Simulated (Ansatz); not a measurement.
**BaTiO3 (Amm2): compression over a wide range**

How does BaTiO3 (Amm2) respond to strong compression and slight expansion?

Computed with Ansatz 0.2.0 (DFT PBEsol, scalar-relativistic, plane waves, PAW, unless a step's input says otherwise).

### Step 1. The system as given

The structure is orthorhombic, space group Amm2 (No. 38). The conventional cell has a = 3.950 Å, b = 5.657 Å, c = 5.677 Å, α = 90.00°, β = 90.00°, γ = 90.00°. Ba (site symmetry mm2) is surrounded by 12 O at 2.75 to 2.93 Å. Ti (site symmetry mm2) has 6 O at 1.87 to 2.15 Å as nearest neighbours. O (site symmetry mm2) is surrounded by 2 Ti at 1.98 Å and 4 Ba at 2.75 to 2.93 Å. O (site symmetry m) is surrounded by 2 Ti at 1.87 to 2.15 Å.

As a file:

```
CELL_PARAMETERS angstrom
3.94990 0.00000 0.00000
0.00000 2.82833 2.83874
0.00000 -2.82833 2.83874
ATOMIC_POSITIONS crystal
Ba 0.00000 0.00707 0.00707
Ti 0.50000 0.51984 0.51984
O 0.00000 0.49142 0.49142
O 0.50000 0.49373 0.98481
O 0.50000 0.98481 0.49373
```

This cell comes from an earlier session at PBEsol: 12.685 Å³/atom at 0.00 GPa, on a 8×8×8 mesh.

### Step 2. Volume × 0.96

The input, input.yaml:

```yaml
crystal:
  lattice:
    - [3.8965155864, 0.0, 0.0]
    - [0.0, 2.7901079097, 2.8003766204]
    - [0.0, -2.7901079097, 2.8003766204]
  atoms:
    - { symbol: Ba, position: [0.0, 0.0070717264, 0.0070717264] }
    - { symbol: Ti, position: [0.5, 0.5198413058, 0.5198413058] }
    - { symbol: O, position: [0.0, 0.4914238104, 0.4914238104] }
    - { symbol: O, position: [0.5, 0.4937329499, 0.9848102075] }
    - { symbol: O, position: [0.5, 0.9848102075, 0.4937329499] }
basis:
  ecutwfc: 420
  ecutrho_ratio: 4
kpoints:
  mp_grid: { grid: [8, 8, 8] }
hamiltonian:
  xc: pbesol
scf:
  occupations: { method: gaussian, width: 0.05 }
output:
  forces: true
  stress: true
  eigenvalues: true
relax:
  f_tol: 0.01
  max_steps: 40
  cell: { stress_tol: 0.1, fix: [volume] }
```

Launch:

```sh
> ansatz run input.yaml --threads 2 --pin off --max-ram 5120MiB --backend cpu --events-out ev --progress --plain --runs-dir out
```

Further steps of the session: Volume × 1.04; Volume × 0.92; Volume × 0.88; Volume × 0.84; Volume × 0.8.

What does the calculation give? Wanted: range of pressure; V0; B0; B0′.

As calculated:

| quantity | value |
| --- | --- |
| range of pressure | -4.0 to 60.2 GPa |
| V0 (fit) | 12.68 Å³/atom |
| B0 (fit) | 137 GPa |
| B0′ (fit) | 6.41 |

What this shows: A third-order Birch-Murnaghan fit follows the points with an rms miss of 0.65 meV/atom. Shape and atoms relax at each volume. The space group changes along the series. Other structures may be lower in enthalpy at these pressures.
